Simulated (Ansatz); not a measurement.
# AlN (P6_3mc): a vacancy on Al

The task here is to estimate one member of a computed series from the others.

All numbers below are computed with Ansatz 0.2.0 (DFT PBE, scalar-relativistic, plane waves, PAW).

3 further runs of the same task are left out: 3 set aside as unsound or not needed.

## The system as given

The cell holds 35 atoms (Al17N18): a = 7.387 Å, b = 7.387 Å, c = 7.387 Å, α = 78.93°, β = 78.93°, γ = 78.93°.

The coordinates of this cell stand in the input of its own run.

The host was relaxed before at PBE: a = 3.130 Å, b = 3.130 Å, c = 5.018 Å, α = 90.00°, β = 90.00°, γ = 120.00° (conventional cell), 10.645 Å³/atom.

Places, in fractions of the supercell: a vacancy on Al at (0.611, 0.611, 0.278). Its neighbours start displaced at random by about 0.03 Å.

The first run:

The input, input.yaml:

```yaml
crystal:
  lattice:
    - [3.1302036619, 0.0, 0.0]
    - [-1.5651018309, 2.7108358902, 0.0]
    - [0.0, 0.0, 5.0180193525]
  atoms:
    - { symbol: Al, position: [0.6666666667, 0.3333333333, 0.4992349453] }
    - { symbol: Al, position: [0.3333333333, 0.6666666667, 0.9992349453] }
    - { symbol: "N", position: [0.6666666667, 0.3333333333, 0.8807650547] }
    - { symbol: "N", position: [0.3333333333, 0.6666666667, 0.3807650547] }
basis:
  ecutwfc: 420
  xc_grid: 2
kpoints:
  mp_grid: { grid: [9, 9, 4] }
  band_path: { path: [VBM, CBM], npoints: 2 }
hamiltonian:
  xc: pbe
scf:
  occupations: { method: gaussian, width: 0.02 }
output:
  forces: true
  stress: true
  eigenvalues: true
```

Launch:

```console
ansatz run input.yaml --threads 8 --pin off --max-ram 16384MiB --backend cpu --events-out ev --progress --plain --runs-dir out
```

Steps of the session up to this table: Band edges of the host over the zone; Dielectric tensors of the host, without U; The perfect crystal in the supercell of 36 atoms; Charge 0, atoms relaxed; Charge -1, atoms relaxed; More of the same log: V_Al, charge -1, atoms relaxed at the host's cell; Charge -3, atoms relaxed; More of the same log: V_Al, charge -3, atoms relaxed at the host's cell.

One of the session's tables, all rows but one given; the rest of the session is left out.

```
      state  cell moment (μB)
ideal sites              0.00
   charge 0                 ?
  charge -1              2.00
  charge -3              0.00
```

Q: Estimate the row for charge 0 from the others.

**Answer.** cell moment (μB): 3.00. In the column «cell moment (μB)» it is the highest.

Limits of these values: The program doubts the potential alignment. Warnings in the runs' records: seeded moment not kept, field response mesh resolution.
